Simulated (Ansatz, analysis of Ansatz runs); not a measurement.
# A hop of Cl in La2NCl3 (Ibam), charge 0, part 2 of 2

Aim: the barrier of one jump in La2NCl3 (Ibam) at charge 0: V_Cl hop (3.0 Å). The model is a cell of 48 host atoms with 1 Cl taken out; Cl is the atom that moves.

Ansatz 0.2.0; plane-wave PAW DFT, PBEsol; nudged elastic band between two relaxed defect structures.

So far, barrier forward (eV): step 4 (nudged elastic band, charge 0) 0.796.

## (5) Single point at the start point, HSE06

A whole band with exact exchange would cost too much, so three single points on the path found stand in. The start is shown; top and end are run alike.

This step: plane-wave PAW DFT, HSE06; single point of a defect supercell on a structure of the PBEsol path.

q0_M1.start.hse06/input.yaml

```yaml
crystal:
  lattice:
    - [0.0, 13.70049667, 6.06962975]
    - [6.82924235, 0.0, 6.06962975]
    - [6.82924235, 13.70049667, 0.0]
  atoms:
    - { symbol: La, position: [0.13637589, 0.86366619, 0.45819515] }
    - { symbol: La, position: [0.38297794, 0.11438933, 0.7132382] }
    - { symbol: La, position: [0.63577893, 0.3640993, 0.95853139] }
    - { symbol: La, position: [0.8893804, 0.61570727, 0.20436732] }
    - { symbol: La, position: [0.11528687, 0.38984678, 0.79093613] }
    - { symbol: La, position: [0.36325016, 0.63677205, 0.04218701] }
    - { symbol: La, position: [0.61394868, 0.8834966, 0.28977344] }
    - { symbol: La, position: [0.86372401, 0.13620903, 0.5420568] }
    - { symbol: La, position: [0.04032922, 0.96417801, 0.86341355] }
    - { symbol: La, position: [0.29198113, 0.20883139, 0.11378295] }
    - { symbol: La, position: [0.54160036, 0.45532824, 0.36461077] }
    - { symbol: La, position: [0.7921522, 0.70844388, 0.61329639] }
    - { symbol: La, position: [0.20816904, 0.29250793, 0.38642933] }
    - { symbol: La, position: [0.46369807, 0.54080662, 0.63249148] }
    - { symbol: La, position: [0.70833091, 0.79239228, 0.88586982] }
    - { symbol: La, position: [0.95485948, 0.0420235, 0.13883554] }
    - { symbol: "N", position: [0.12289698, 0.12798831, 0.87708523] }
    - { symbol: "N", position: [0.37481441, 0.37552315, 0.12519927] }
    - { symbol: "N", position: [0.62755846, 0.62337263, 0.37243319] }
    - { symbol: "N", position: [0.87510684, 0.87519059, 0.6248578] }
    - { symbol: "N", position: [0.12494013, 0.12537207, 0.37502797] }
    - { symbol: "N", position: [0.37522856, 0.37570016, 0.62467421] }
    - { symbol: "N", position: [0.62495339, 0.62534337, 0.87508093] }
    - { symbol: "N", position: [0.87527055, 0.87558358, 0.12479195] }
    - { symbol: Cl, position: [0.12502394, 0.62529992, 0.37508515] }
    - { symbol: Cl, position: [0.62499694, 0.12534962, 0.8750924] }
    - { symbol: Cl, position: [0.87530284, 0.37568254, 0.12476675] }
    - { symbol: Cl, position: [0.1410947, 0.6415998, 0.85888257] }
    - { symbol: Cl, position: [0.37479431, 0.87543262, 0.12504221] }
    - { symbol: Cl, position: [0.60938964, 0.10974149, 0.3906644] }
    - { symbol: Cl, position: [0.87496872, 0.3753923, 0.62503534] }
    - { symbol: Cl, position: [0.06041192, 0.44796438, 0.24361688] }
    - { symbol: Cl, position: [0.31070714, 0.69693243, 0.49494298] }
    - { symbol: Cl, position: [0.5581374, 0.94501869, 0.74615221] }
    - { symbol: Cl, position: [0.80666671, 0.20054062, 0.99800769] }
    - { symbol: Cl, position: [0.19650835, 0.8112162, -0.00208811] }
    - { symbol: Cl, position: [0.4444416, 0.05831275, 0.25119501] }
    - { symbol: Cl, position: [0.70020488, 0.30736984, 0.49529115] }
    - { symbol: Cl, position: [0.9474184, 0.56091749, 0.74860731] }
    - { symbol: Cl, position: [0.00045231, 0.9960682, 0.69523014] }
    - { symbol: Cl, position: [0.24479193, 0.24773005, 0.95064766] }
    - { symbol: Cl, position: [0.49816821, 0.49375659, 0.19780163] }
    - { symbol: Cl, position: [0.74763216, 0.74504481, 0.44679954] }
    - { symbol: Cl, position: [0.24443641, 0.24783813, 0.56117353] }
    - { symbol: Cl, position: [0.495926, 0.50124371, 0.80835666] }
    - { symbol: Cl, position: [0.74717408, 0.74522703, 0.0573551] }
    - { symbol: Cl, position: [0.99310184, -0.00138762, 0.31086437] }
basis:
  ecutwfc: 420
  xc_grid: 2
hamiltonian:
  xc: hse06
kpoints:
  mp_grid: { grid: [1, 1, 1] }
magnetization:
  spin_polarized: true
  initial_magnetization: 1
  spin_locking: { lock_magnetization: hard }
scf:
  occupations: { method: fixed }
  max_iter: 60
output:
  forces: true
  eigenvalues: true
checkpoint:
  write: "../q0_M1.start.hse06.run"
  compress: false
  write_wavefunctions: false
  write_every: 100000
```

Launch:

```sh
> ansatz run input.yaml --threads 8 --pin off --max-ram 14131MiB --backend cpu --events-out ev --progress --plain --runs-dir out
```

The job ended after 5 min (8 threads of Arm Neoverse V2, shared host; peak memory 3.7 GiB).

This step gave:

- free energy: -128094.4479 eV
- total moment: 1 μB
- integral of the absolute spin density: 1.069 μB
- spin contamination: 0.001318

## (6) Barrier from single points, HSE06

Analysis of the runs above: barrier from HSE06 single points on the PBEsol path.

It gives:

- barrier forward: 0.9515 eV
- barrier backward: 0.9517 eV
- end less start: -2.02e-4 eV

This gives 0.951 eV against the band's 0.796 eV.

## (7) Saddle search from image 3

A minimum-mode search from an image of the band needs no end points, and checks the top by another method.

This step: plane-wave PAW DFT, PBEsol; minimum-mode saddle search in a defect supercell, started from an image of the band.

q0_M1.saddle/input.yaml

```yaml
crystal:
  lattice:
    - [0.0, 13.70049667, 6.06962975]
    - [6.82924235, 0.0, 6.06962975]
    - [6.82924235, 13.70049667, 0.0]
  atoms:
    - { symbol: La, position: [0.1362842, 0.86483284, 0.45712308] }
    - { symbol: La, position: [0.38152048, 0.11435207, 0.72042204] }
    - { symbol: La, position: [0.63537437, 0.36575664, 0.95821872] }
    - { symbol: La, position: [0.88691607, 0.61978373, 0.21506594] }
    - { symbol: La, position: [0.12657714, 0.39442649, 0.7800473] }
    - { symbol: La, position: [0.36277184, 0.63829303, 0.04272157] }
    - { symbol: La, position: [0.60691602, 0.87482438, 0.29975032] }
    - { symbol: La, position: [0.86445324, 0.13660184, 0.54017821] }
    - { symbol: La, position: [0.0216225, 0.97964057, 0.87471027] }
    - { symbol: La, position: [0.29154725, 0.20987952, 0.11370914] }
    - { symbol: La, position: [0.55134631, 0.450053, 0.36039929] }
    - { symbol: La, position: [0.7912122, 0.70955087, 0.61404549] }
    - { symbol: La, position: [0.20770113, 0.29271634, 0.38639597] }
    - { symbol: La, position: [0.47985131, 0.52143341, 0.63022934] }
    - { symbol: La, position: [0.70835991, 0.79336927, 0.88574713] }
    - { symbol: La, position: [0.95529932, 0.04606535, 0.1392016] }
    - { symbol: "N", position: [0.12200616, 0.13209685, 0.87736304] }
    - { symbol: "N", position: [0.37439728, 0.37653397, 0.1255372] }
    - { symbol: "N", position: [0.62979756, 0.62025613, 0.3736179] }
    - { symbol: "N", position: [0.87430452, 0.87637907, 0.62436365] }
    - { symbol: "N", position: [0.12468655, 0.12679839, 0.37396629] }
    - { symbol: "N", position: [0.38107183, 0.37147236, 0.62233061] }
    - { symbol: "N", position: [0.62453077, 0.62671323, 0.87538321] }
    - { symbol: "N", position: [0.86921357, 0.8792457, 0.13020276] }
    - { symbol: Cl, position: [0.12565409, 0.62508915, 0.37604275] }
    - { symbol: Cl, position: [0.62574978, 0.12539631, 0.87544395] }
    - { symbol: Cl, position: [0.89469668, 0.39820344, 0.10417797] }
    - { symbol: Cl, position: [0.25239364, 0.74889783, 0.72155495] }
    - { symbol: Cl, position: [0.37598047, 0.87544248, 0.1256542] }
    - { symbol: Cl, position: [0.6031881, 0.1066949, 0.39572182] }
    - { symbol: Cl, position: [0.8756712, 0.37534841, 0.62545007] }
    - { symbol: Cl, position: [0.05531488, 0.45102807, 0.25359867] }
    - { symbol: Cl, position: [0.32150704, 0.679159, 0.47242246] }
    - { symbol: Cl, position: [0.55020185, 0.9459352, 0.75869311] }
    - { symbol: Cl, position: [0.79093659, 0.20961755, 1.01481367] }
    - { symbol: Cl, position: [0.1950425, 0.8061916, -0.00492012] }
    - { symbol: Cl, position: [0.43793232, 0.05309772, 0.25920204] }
    - { symbol: Cl, position: [0.71487206, 0.28639616, 0.4749974] }
    - { symbol: Cl, position: [0.94759779, 0.56273515, 0.74951591] }
    - { symbol: Cl, position: [0.00078439, 1.00011881, 0.69250586] }
    - { symbol: Cl, position: [0.24062836, 0.26656159, 0.95050797] }
    - { symbol: Cl, position: [0.50581807, 0.49523012, 0.19196351] }
    - { symbol: Cl, position: [0.73454878, 0.76059641, 0.4565901] }
    - { symbol: Cl, position: [0.24173422, 0.24675821, 0.56306627] }
    - { symbol: Cl, position: [0.5075116, 0.4936067, 0.80456774] }
    - { symbol: Cl, position: [0.75413367, 0.75925802, 0.05067539] }
    - { symbol: Cl, position: [1.00667178, -0.00549235, 0.30049712] }
basis:
  ecutwfc: 420
  xc_grid: 2
hamiltonian:
  xc: pbesol
kpoints:
  mp_grid: { grid: [1, 1, 1] }
magnetization:
  spin_polarized: true
  initial_magnetization: 1
  spin_locking: { lock_magnetization: hard }
scf:
  occupations: { method: fixed }
  max_iter: 60
output:
  forces: true
saddle:
  mode_guess:
    - [-0.0001, 0.0, 0.0197]
    - [-0.0025, -0.0093, -0.0475]
[... 1 atom line left out ...]
    - [0.002, 0.0085, -0.0472]
    - [-0.0218, -0.0053, -0.0677]
[... 1 atom line left out ...]
    - [0.0219, 0.0052, -0.0674]
[... 1 atom line left out ...]
    - [-0.0003, 0.0001, -0.0784]
[... 4 atom lines left out ...]
    - [0.0002, -0.0004, -0.0319]
[... 2 atom lines left out ...]
    - [-0.0333, 0.0062, -0.023]
[... 1 atom line left out ...]
    - [0.0023, -0.0129, -0.0287]
[... 2 atom lines left out ...]
    - [-0.0024, 0.0127, -0.0287]
[... 1 atom line left out ...]
    - [0.0332, -0.0061, -0.023]
[... 3 atom lines left out ...]
    - [0.0003, 0.0005, 0.9757]
[... 4 atom lines left out ...]
    - [0.0005, 0.0004, -0.0228]
[... 2 atom lines left out ...]
    - [0.0001, 0.0001, 0.0]
[... 10 atom lines left out ...]
    - [0.0001, -0.0001, 0.0309]
  f_tol: 0.03
  max_steps: 40
  order_check: false
```

Elapsed: 3.6 min, on 8 threads; peak memory 2.1 GiB.

Numbers from this step:

| Property | Result |
| --- | --- |
| free energy | -126109.3262 eV |
| total moment | 1 μB |
| integral of the absolute spin density | 1.145 μB |
| spin contamination | 0.001324 |
| barrier forward | 0.7954 eV |
| barrier of band | 0.7960 eV |

This gives 0.795 eV against the band's 0.796 eV: both methods end at the same energy.

## (8) Outcome

| Property | Result |
| --- | --- |
| barrier forward | 0.80 eV |
| barrier backward | 0.80 eV |
| end less start | 0.00 eV |
| hop length | 2.66 Å |
| band iterations, as the log counts them | 8 |
| barrier from single points, HSE06 | 0.95 eV |
| saddle search from image 3 | 0.80 eV |

The top of the band lies 0.80 eV above the start and 0.80 eV above the end, which are alike in energy and neighbours. With an assumed prefactor of 1e13 per second it gives one hop a second along this one path at about 310 K; whether such hops link up through the crystal wasn't checked. At the top Cl28 stands 2.83 Å from its nearest La, 0.09 Å closer than at the start. Across functionals on this path (PBEsol 0.796 and HSE06 0.951 eV) the forward values spread by 0.155 eV. What this leaves open: sampling at the zone centre alone can move energies of charged and open-shell states by tenths of an eV or more in cells of this size; PBEsol makes the gap too small and tends to spread out bound carriers; spin–orbit coupling, which can matter with heavy atoms, is left out.

[Logs are printed without paths, hosts, clocks, repeated set-up lines and the standing remarks that a program may print on its own settings, such as how far it seeks lower states.]

[Hosts, paths, dates, database ids (printed as entryN), source tags and the programs' standing remarks are cut or masked in the printed files.]
